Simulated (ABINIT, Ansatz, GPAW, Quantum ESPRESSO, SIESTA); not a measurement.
**One calculation of ZrC, 6 ways**

```xyz
4
Lattice="3.3915 0.0000 0.0000 -1.6957 2.9371 0.0000 0.0000 0.0000 5.2901" Properties=species:S:1:pos:R:3 pbc="T T T"
Zr    1.6564    0.9874    3.9452
Zr    0.0430    2.0016    1.3404
C    -0.0217   -0.0252    2.6505
C     0.0220   -0.0269   -0.0128
```

The cell comes from a database or a generator and needn't be the stable form of this composition.

Atoms were shifted at random by some hundredths of an Å from the given cell, which wasn't relaxed again for these runs.

Alike in all runs: task single point; functional PBEsol; k mesh 9 × 9 × 5; occupations fermi-dirac, width 0.05 eV; no spin polarisation; no spin-orbit coupling. Pressure is positive in compression and, in plane waves, holds the error of the finite cutoff, which Ansatz's Pulay term estimates and takes out.

```csv
program and potentials,plane-wave cutoff (eV),notes,pressure (GPa),largest force (eV/Å),energy over the undisturbed cell (meV/atom)
"Ansatz, Ansatz PAW",420,"potentials made for PBE, which Ansatz adapts in part; Pulay term of +0.20 GPa included",-7.19,1.265,19.99
"GPAW, PAW data sets generated for this functional",800,-,-8.06,1.260,19.91
"Ansatz, all-electron LAPW, scalar-relativistic",-,-,?,?,-
"ABINIT, PseudoDojo NC SR PBEsol v0.4.1 standard",1116,-,-6.96,1.271,-
"Quantum ESPRESSO, GBRV 1.5 PBEsol",612,-,-7.30,1.265,20.00
"SIESTA, files PseudoDojo sr-pbesol-0.4.1-standard, DZP (energy shift 0.003 Ry; two zetas on semicore shells)",-,atomic basis,-5.05,1.334,21.04
```

Estimate from the other rows what the run with Ansatz, all-electron LAPW, scalar-relativistic gave.

Pressure -7.13 GPa; largest force 1.265 eV/Å. The other rows, which needn't bracket it: pressure -8.06 to -5.05; largest force 1.260 to 1.334; energy over the undisturbed cell 19.91 to 21.04.
